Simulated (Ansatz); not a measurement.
## Spin–orbit splittings in Pb

```
Pb
1.0
     3.03861   -1.75032    0.00000
     3.03861    1.75032    0.00000
    -2.11546    0.00000    6.09522
Pb
2
Direct
  0.09149 0.09149 0.27371
  0.90851 0.90851 0.72629
```

Atoms are numbered in the order listed.

The cell is the one relaxed in the Materials Project (mp-1057273), not relaxed further here; entries there can be hypothetical.

Methods: DFT, PBE, all-electron LAPW, scalar-relativistic (Ansatz 0.2.0); DFT, PBE, all-electron LAPW, Dirac equation with spin-orbit coupling (Ansatz 0.2.0).

Numerical set-up: a Γ-centred 11×11×6 k mesh, Fermi–Dirac smearing of 0.08 eV, basis error target 0.5 meV/atom, no spin polarisation.

Levels between -4 and 3 eV, each run counted from its own valence-band top where it has a gap, else its Fermi level. Scalar levels are listed once for both spins; with the coupling every spinor state is counted. Levels near the edges of the range can cross them.

(1) At Y2 (-0.500, -0.500, 0.000) the scalar-relativistic levels are -3.25, -2.85, 1.91, 2.34, 2.77. What are they with spin–orbit coupling?

Answers

(1) -3.29 (×2), -2.90 (×2), 1.83 (×2), 1.95 (×2).
